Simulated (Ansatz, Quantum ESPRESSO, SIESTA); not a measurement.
## Sb: 4 runs at one level of theory

```
Sb
1.0
    -4.03001    4.03001    2.02549
     4.03001   -4.03001    2.02549
     4.03001    4.03001   -2.02549
Sb
4
Direct
  0.65126 0.15126 0.80253
  0.15126 0.34874 0.50000
  0.34874 0.84874 0.19747
  0.84874 0.65126 0.50000
```

This isn't the form of Sb at room conditions, which is rhombohedral.

Alike in all runs: task band structure; functional PBEsol; k mesh 7 × 7 × 7; occupations fermi-dirac, width 0.05 eV; no spin polarisation; no spin-orbit coupling. Pressure is positive in compression and, in plane waves, holds the error of the finite cutoff, which Ansatz's Pulay term estimates and takes out.

```
                                                                                      program and potentials  plane-wave cutoff (eV)                                                                                   notes  pressure (GPa)
                                                                                          Ansatz, Ansatz PAW                     420  potentials made for PBE, which Ansatz adapts in part; Pulay term of +0.03 GPa included           -0.74
                                                                           Quantum ESPRESSO, GBRV 1.5 PBEsol                     612                                                                                       -           -0.87
SIESTA, files PseudoDojo sr-pbesol-0.4.1-standard, DZP (energy shift 0.003 Ry; two zetas on semicore shells)                       -                                                                            atomic basis            0.80
                                                              Ansatz, all-electron LAPW, scalar-relativistic                       -                                                                                       -           -0.73
```

Force on atom 1 (Sb), eV/Å:

```tsv
program and potentials	x	y	z
Ansatz, Ansatz PAW	-0.031	-0.031	0.000
Quantum ESPRESSO, GBRV 1.5 PBEsol	-0.028	-0.028	0.000
SIESTA, files PseudoDojo sr-pbesol-0.4.1-standard, DZP (energy shift 0.003 Ry; two zetas on semicore shells)	0.052	0.052	0.000
Ansatz, all-electron LAPW, scalar-relativistic	-0.031	-0.031	0.000
```

The pressure spans -0.87 (Quantum ESPRESSO, GBRV 1.5 PBEsol) to 0.80 GPa (SIESTA, files PseudoDojo sr-pbesol-0.4.1-standard, DZP (energy shift 0.003 Ry; two zetas on semicore shells)), with all-electron results at -0.73. The pressure on the cell as given of SIESTA, files PseudoDojo sr-pbesol-0.4.1-standard, DZP (energy shift 0.003 Ry; two zetas on semicore shells) lies far from the others; the cause wasn't traced. Rows in atomic bases carry the error of their basis and grid, which can be large.

The functional is the same throughout but for its coding, so the spread measures potentials, basis and numerics; runs on potential files found faulty are left out.
